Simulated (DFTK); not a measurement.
## HgTe (Coloradoite): single point with PBEsol

The system is HgTe (Coloradoite).

```
Hg Te
1.0
     0.00000    3.21450    3.21450
     3.21450    0.00000    3.21450
     3.21450    3.21450    0.00000
Hg Te
1 1
Direct
  0.99737 0.00315 0.99558
  0.74873 0.75226 0.74921
```

The cell isn't the ideal one: atoms moved at random, drawn with an rms of 0.05 Å.

```json
{"Program": "DFTK 0.8.2", "Task": "single point", "Functional": "PBEsol", "Potentials or basis": "dojo.nc.sr.pbesol.v0_4_1.standard.upf (PBEsol)", "Cutoff": "1088 eV", "k mesh": "7 × 7 × 7", "Occupations": "fermi-dirac, width 0.05 eV", "Spin": "no spin polarisation"}
```

- Pressure: 1.8 GPa
- Largest force: 0.076 eV/Å
- Band gap on the k mesh: none (metal or under the smearing width)

Forces on the atoms (eV/Å):
```
Hg   0.037  0.066  0.009
Te  -0.037 -0.066 -0.009
```

Stress tensor (GPa, compression positive):
```
1.83 0.03 0.25
0.03 1.83 0.14
0.25 0.14 1.83
```

Levels at points of the mesh, in eV from the Fermi level:
```
           k point  band 14  band 15  band 16  band 17  band 18  band 19  band 20  band 21  band 22  band 23
(0.00, 0.00, 0.00)    -6.91    -6.91    -0.81    -0.05    -0.04    -0.03     4.13     4.14     4.15     6.31
```

Run time: 29 min on 1 thread of Intel(R) Xeon(R) 6975P-C (Granite Rapids), with other jobs on the host, peak memory 8.7 GiB.

Spin-orbit coupling is left out, which matters for the levels of Hg, Te.
